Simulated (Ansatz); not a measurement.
Si: random displacements

Method: DFT LDA, scalar-relativistic, plane waves, PAW (Ansatz 0.2.0). The runs took a 420 eV cutoff, a Γ-centred 12×12×12 mesh and Gaussian smearing (0.15 eV). No spin polarisation. Energies are free energies at this smearing, counted from the undisturbed cell; pressure is positive in compression.

Reference structure (relaxed at this level; this form isn't the usual structure):

```
Si
1.0
     4.65942    2.69012    1.85895
    -4.65942    2.69012    1.85895
     0.00000   -5.38024    1.85895
Si
8
Direct
  0.02304 0.72141 0.52544
  0.97696 0.27859 0.47456
  0.71556 0.71556 0.71556
  0.27859 0.47456 0.97696
  0.47456 0.97696 0.27859
  0.72141 0.52544 0.02304
  0.28444 0.28444 0.28444
  0.52544 0.02304 0.72141
```

The atoms are displaced (Å, in the unstrained cell):

| atom | ux | uy | uz |
| --- | --- | --- | --- |
| Si1 | -0.048 | -0.181 | -0.279 |
| Si2 | 0.187 | -0.029 | -0.347 |
| Si3 | 0.347 | 0.175 | -0.095 |
| Si4 | 0.401 | -0.370 | 0.220 |
| Si5 | -0.391 | -0.056 | 0.181 |
| Si6 | -0.312 | 0.104 | -0.058 |
| Si7 | 0.095 | 0.372 | 0.128 |
| Si8 | -0.279 | -0.016 | 0.250 |

Strain (Voigt, engineering shear): (0.0587, 0.0258, -0.0416, 0.0214, -0.0004, 0.1183).

(1) What are the energy change, the stress and the forces?

## Answers

(1) ΔE = 1972.7 meV/atom; stress (xx, yy, zz, yz, xz, xy; compression positive) (19.98, 66.02, 5.06, -3.63, 0.60, -21.10) GPa.
```csv
atom,Fx (eV/Å),Fy,Fz
Si1,4.59,5.40,1.90
Si2,-0.35,0.17,0.50
Si3,-3.94,-4.34,2.91
Si4,-16.54,36.80,-3.95
Si5,6.04,-1.81,-0.83
Si6,-0.74,0.52,2.34
Si7,8.80,-35.47,-0.29
Si8,2.14,-1.27,-2.57
```

Cost: 1 run of about 8.4 core-minutes, on Intel Xeon Processor @ 2.50GHz (Skylake/Cascade Lake) (shared hosts).